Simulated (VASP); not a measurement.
# K (Pm-3m) in VASP: notebook, part 2 of 2

VASP 6.6.1. Earlier steps stand in the parts before.

## (5) Single point, PBE

Input file INCAR:

```
SYSTEM = K
PREC = Accurate
ENCUT = 500
EDIFF = 1E-6
ISMEAR = 0
SIGMA = 0.05
LREAL = .FALSE.
LASPH = .TRUE.
NELM = 60
ALGO = Fast
ISIF = 2
LWAVE = .FALSE.
LCHARG = .FALSE.
GGA = PE
NBANDS = 10
```

Input file KPOINTS:

```
regular mesh
0
G
  6 6 6
  0 0 0
```

Input file POSCAR:

```
K
1.0
    4.3104394900      0.0000000000      0.0000000000
    0.0000000000      4.3104394900      0.0000000000
    0.0000000000      0.0000000000      4.3104394900
K
1
Cartesian
    0.0000000000      0.0000000000      0.0000000000
```

Potentials or basis: VASP PAW PBE potentials, release 64 (K_pv).

Command:

```bash
> cat potpaw_PBE.64/K_pv/POTCAR > POTCAR
> mpirun -np 1 vasp_std > vasp.out
```

OUTCAR:

```text
SYSTEM = K
   PREC = Accurate
   ENCUT = 500
   EDIFF = 1E-6
   ISMEAR = 0
   LREAL = .FALSE.
   LASPH = .TRUE.
   NELM = 60
   ISIF = 2
   GGA = PE

 ion  position               nearest neighbor table
   1  0.000  0.000  0.000-

  LATTYP: Found a simple cubic cell.
 ALAT       =     4.3104394900

  Lattice vectors:

 A1 = (   4.3104394900,   0.0000000000,   0.0000000000)
 A2 = (   0.0000000000,   4.3104394900,   0.0000000000)
 A3 = (   0.0000000000,   0.0000000000,   4.3104394900)

Analysis of symmetry for initial positions (statically):
=====================================================================
 Subroutine PRICEL returns:
 Original cell was already a primitive cell.

 Routine SETGRP: Setting up the symmetry group for a
 simple cubic supercell.

 Subroutine GETGRP returns: Found 48 space group operations
 (whereof 48 operations were pure point group operations)
 out of a pool of 48 trial point group operations.

The static configuration has the point symmetry O_h .

Analysis of symmetry for dynamics (positions and initial velocities):
=====================================================================
 Subroutine PRICEL returns:
 Original cell was already a primitive cell.

 Routine SETGRP: Setting up the symmetry group for a
 simple cubic supercell.

 Subroutine GETGRP returns: Found 48 space group operations
 (whereof 48 operations were pure point group operations)
 out of a pool of 48 trial point group operations.

The dynamic configuration has the point symmetry O_h .

 Subroutine INISYM returns: Found 48 space group operations
 (whereof 48 operations are pure point group operations),
 and found     1 'primitive' translations

----------------------------------------------------------------------------------------

                                     Primitive cell

  volume of cell :      80.0875

  direct lattice vectors                    reciprocal lattice vectors
     4.310439490  0.000000000  0.000000000     0.231994905  0.000000000  0.000000000
     0.000000000  4.310439490  0.000000000     0.000000000  0.231994905  0.000000000
     0.000000000  0.000000000  4.310439490     0.000000000  0.000000000  0.231994905

  length of vectors
     4.310439490  4.310439490  4.310439490     0.231994905  0.231994905  0.231994905

  position of ions in fractional coordinates (direct lattice)
     0.000000000  0.000000000  0.000000000

  ion indices of the primitive-cell ions
   primitive index   ion index
                 1           1

----------------------------------------------------------------------------------------

 KPOINTS: regular mesh

Automatic generation of k-mesh.
 Grid dimensions read from file:
 generate k-points for:    6    6    6

 Generating k-lattice:

  Cartesian coordinates                     Fractional coordinates (reciprocal lattice)
     0.038665818  0.000000000  0.000000000     0.166666667  0.000000000  0.000000000
     0.000000000  0.038665818  0.000000000     0.000000000  0.166666667  0.000000000
     0.000000000  0.000000000  0.038665818     0.000000000  0.000000000  0.166666667

  Length of vectors
     0.038665818  0.038665818  0.038665818

  Shift w.r.t. Gamma in fractional coordinates (k-lattice)
     0.000000000  0.000000000  0.000000000

 Subroutine IBZKPT returns following result:
 ===========================================

 Found     20 irreducible k-points:

 Following reciprocal coordinates:
            Coordinates               Weight
  0.000000  0.000000  0.000000      1.000000
  0.166667  0.000000  0.000000      6.000000
  0.333333  0.000000  0.000000      6.000000
  0.500000  0.000000  0.000000      3.000000
  0.166667  0.166667  0.000000     12.000000
  0.333333  0.166667  0.000000     24.000000
[... 12 lines left out ...]
  0.500000  0.500000  0.333333      6.000000
  0.500000  0.500000  0.500000      1.000000
   k-points           NKPTS =     20   k-points in BZ     NKDIM =     20   number of bands    NBANDS=     10
   number of dos      NEDOS =    301   number of ions     NIONS =      1
   total plane-waves  NPLWV =  32768
   dimension x,y,z NGX =    32 NGY =   32 NGZ =   32
   dimension x,y,z NGXF=    64 NGYF=   64 NGZF=   64
   ions per type =               1
   NGX,Y,Z   is equivalent  to a cutoff of  12.34, 12.34, 12.34 a.u.
   NGXF,Y,Z  is equivalent  to a cutoff of  24.68, 24.68, 24.68 a.u.
 SYSTEM =  K
   PREC   = accura    normal or accurate (medium, high low for compatibility)
   ISTART =      0    job   : 0-new  1-cont  2-samecut
   ICHARG =      2    charge: 1-file 2-atom 10-const
   ISPIN  =      1    spin polarized calculation?
   LNONCOLLINEAR =      F non collinear calculations
   LSORBIT =      F    spin-orbit coupling
   LASPH  =      T    aspherical Exc in radial PAW
   ENCUT  =  500.0 eV  36.75 Ry    6.06 a.u.   7.86  7.86  7.86*2*pi/ulx,y,z
   NELM   =     60;   NELMIN=  2; NELMDL= -5     # of ELM steps
   EDIFF  = 0.1E-05   stopping-criterion for ELM
   LREAL  =      F    real-space projection
   EDIFFG = 0.1E-04   stopping-criterion for IOM
   NSW    =      0    number of steps for IOM
   IBRION =     -1    ionic relax: 0-MD 1-quasi-New 2-CG
   NFREE  =      0    steps in history (QN), initial steepest desc. (CG)
   ISIF   =      2    stress and relaxation
   ISYM   =      2    0-nonsym 1-usesym 2-fastsym
   POTIM  = 0.5000    time-step for ionic-motion
   TEBEG  =    0.0;   TEEND  =   0.0 temperature during run
   PSTRESS=    0.0 pullay stress
   NELECT =       7.0000    total number of electrons
   NUPDOWN=      -1.0000    fix difference up-down
   EMIN   =  10.00;   EMAX   =-10.00  energy-range for DOS
   EFERMI =   0.00;   METHOD = LEGACY
   ISMEAR =     0;   SIGMA  =   0.05  broadening in eV -4-tet -1-fermi 0-gaus
   EFERMI_NEDOS =   21; number of points for ismear=-14 and -15
   IALGO  =     68    algorithm
   IMIX   =      4    mixing-type and parameters
     AMIX     =   0.40;   BMIX     =  1.00
     AMIX_MAG =   1.60;   BMIX_MAG =  1.00
  volume/ion in A,a.u.               =      80.09       540.46
  Fermi-wavevector in a.u.,A,eV,Ry     =   0.726528  1.372940  7.181748  0.527844
  Thomas-Fermi vector in A             =   1.817524
   LORBIT       =      0    0 simple, 1 ext, 2 COOP (PROOUT), +10 PAW based schemes
   GGA     = PE    functional components
   LHFCALC =     F    Hartree Fock is set to
   AEXX    =    0.0000 exact exchange contribution
   IVDW    =     0    specifies the selected vdW correction
   LEPSILON=     F    determine dielectric tensor
   LRPA    =     F    only Hartree local field effects (RPA)
 non-spin polarized calculation
 RMM-DIIS sequential band-by-band and
 Gauss-broadening in eV      SIGMA  =   0.05
  energy-cutoff  :      500.00
  volume of cell :       80.09
 maximum number of plane-waves:      2054
 NGX is ok and might be reduce to    32
   NGX = 15   NGY = 15   NGZ = 15

 number of electron       6.9999999 magnetization

 Free energy of the ion-electron system (eV)
  ---------------------------------------------------
  ext. energy  EPLUGINS =         0.00000000
  ---------------------------------------------------
  free energy    TOTEN  =        -0.91433987 eV

  energy without entropy =       -0.91120222  energy(sigma->0) =       -0.91277105

 E-fermi :  -1.1880     XC(G=0):  -5.4177

 val. band max:       -1.1880499581   @ k =   0.3333   0.3333   0.1667
 cond. band min:      -1.0687672621   @ k =   0.5000   0.0000   0.0000
 fundamental gap:      0.1192826959
 Fermi energy:        -1.1880480579

 k-point     1 :       0.0000    0.0000    0.0000
  band No.  band energies     occupation
      1     -17.0410      2.00000
      2     -17.0410      2.00000
      3     -17.0410      2.00000
      4      -3.3061      2.00000
      5       1.6397      0.00000
      6       1.6397      0.00000
      7       5.0587      0.00000
      8       5.0899      0.00000
      9       5.0899      0.00000
     10       5.0899      0.00000
[... 235 lines left out ...]
 k-point    20 :       0.5000    0.5000    0.5000
  band No.  band energies     occupation
      1     -17.1043      2.00000
      2     -17.1043      2.00000
      3     -17.1043      2.00000
      4       1.0383      0.00000
      5       1.0383      0.00000
      6       1.0383      0.00000
      7       3.0042      0.00000
      8       3.0352      0.00000
      9       3.0352      0.00000
     10       3.0352      0.00000

------------------------ aborting loop because EDIFF is reached ----------------------------------------

  FORCE on cell =-STRESS in cart. coord.  units (eV):
  Direction    XX          YY          ZZ          XY          YZ          ZX
  --------------------------------------------------------------------------------------
  -------------------------------------------------------------------------------------
  Total       -0.0128222     -0.0128222     -0.0128222     -0.0000000     -0.0000000      0.0000000
  in kB       -0.2565115     -0.2565115     -0.2565115     -0.0000000     -0.0000000      0.0000000
  external PRESSURE =      -0.2565115 kB  Pullay stress =       0.0000000 kB

 VOLUME and BASIS-vectors are now :
 -----------------------------------------------------------------------------
  energy-cutoff  :      500.00
  volume of cell :       80.09
      direct lattice vectors                 reciprocal lattice vectors
     4.310439490  0.000000000  0.000000000     0.231994905  0.000000000  0.000000000
     0.000000000  4.310439490  0.000000000     0.000000000  0.231994905  0.000000000
     0.000000000  0.000000000  4.310439490     0.000000000  0.000000000  0.231994905

 POSITION                                       TOTAL-FORCE (eV/Angst)
 -----------------------------------------------------------------------------------
      0.00000      0.00000      0.00000         0.000000      0.000000      0.000000
 -----------------------------------------------------------------------------------
    total drift:                                0.000000     -0.000000      0.000000

  FREE ENERGIE OF THE ION-ELECTRON SYSTEM (eV)
  ---------------------------------------------------
  free  energy   TOTEN  =        -0.9143398711 eV

  energy  without entropy=       -0.9112022210  energy(sigma->0) =       -0.91277105
```

It took 8.8 s on 1 thread of Intel Xeon Platinum 8375C at 2.90GHz (Ice Lake), shared host; peak memory 0.17 GiB.

What came out:

```yaml
Free_energy: -0.9143 eV
Pressure: 0.0 GPa
Band_gap_on_the_k_mesh: none (metal or under the smearing width)
```

## (6) The runs side by side

| level | potentials or basis | cell | k mesh | cutoff (eV) | smearing | grid for exact exchange (PRECFOCK) | exchange at q = 0 | other keys | gap on the mesh (eV) | pressure (GPa) |
| --- | --- | --- | --- | --- | --- | --- | --- | --- | --- | --- |
| RPBE | VASP PAW PBE potentials, release 64 (K_pv) | as given | 6 × 6 × 6 | 500 | gaussian 0.02 eV | - | - | - | none | 0.2 |
| r2SCAN0 | VASP PAW PBE potentials, release 54 (K_sv) | volume scaled by 1.15 | 4 × 4 × 4 | 520 | methfessel-paxton 2 0.02 eV | Fast | truncated | ISMEAR = 2; SIGMA = 0.02 | none | -0.4 |
| PBE | VASP PAW PBE potentials, release 64 (K_pv) | as given | 6 × 6 × 6 | 500 | gaussian 0.05 eV | - | - | - | none | 0.0 |

Alike in all rows: task single point; no spin polarisation.

Caveats: the PAW data sets were made with another functional, which shifts forces and pressure a little (some runs).

Absolute energies hang on the potentials; compare differences alone.
